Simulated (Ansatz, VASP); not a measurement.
**One calculation of Pt, two programs**

Contents of INCAR:

```
SYSTEM = Pt
  PREC = Accurate
  ENCUT = 520
  EDIFF = 1E-7
  ISMEAR = -1
  SIGMA = 0.05
  LREAL = .False.
  LASPH = .True.
  NELM = 100
  ALGO = Normal
  ISIF = 2
  LWAVE = .False.
  LCHARG = .False.
  GGA = PS
  NBANDS = 11
```

KPOINTS

```
Automatic mesh
0
Gamma
  12 12 12
  0 0 0
```

Contents of POSCAR:

```
Pt
1.0
   -1.5735873306      1.5735873306      1.5735873306
    1.5735873306     -1.5735873306      1.5735873306
    1.5735873306      1.5735873306     -1.5735873306
Pt
1
Direct
    0.0000000000      0.0000000000      0.0000000000
```

input.yaml

```yaml
crystal:
  lattice:
    - [-1.5735873306, 1.5735873306, 1.5735873306]
    - [1.5735873306, -1.5735873306, 1.5735873306]
    - [1.5735873306, 1.5735873306, -1.5735873306]
  atoms:
    - { symbol: Pt, position: [0.0, 0.0, 0.0] }
hamiltonian:
  xc: pbesol
  pseudopotentials: { kind: paw }
kpoints:
  mp_grid: { grid: [12, 12, 12] }
scf:
  occupations: { method: fermi_dirac, width: 0.05 }
output:
  forces: true
  stress: true
  eigenvalues: true
  write_density: true
  write_potential: true
  elf: true
  volumetric_format: npy
```

Change from the starting cell: volume scaled by 0.98.

Alike in both runs: task single point; functional PBEsol; k mesh 12 × 12 × 12; occupations fermi-dirac, width 0.05 eV; no spin polarisation.

```csv
,VASP,Ansatz
version,VASP 6.6.1,Ansatz 0.2.0
potentials or method,"VASP PAW PBE potentials, release 64 (Pt)",Ansatz PAW
plane-wave cutoff (eV),520,420
valence electrons in the cell,10,18
```

```csv
,VASP,Ansatz,Ansatz less VASP
gap on the k mesh at the Fermi level (eV),none,none,-
pressure (GPa),-7.0,-6.6,+0.38
```

A gap of «none» marks a metal or a gap that the smearing closes. The two sets of potentials don't hold the same shells in valence.

Caveats: the PAW data sets were made with another functional, which shifts forces and pressure a little (VASP); the PAW data sets come from PBE, with cores solved anew for the run's functional, which leaves a small shift of forces and pressure (Ansatz). The runs have no spin-orbit coupling, so splittings on Pt are missing.
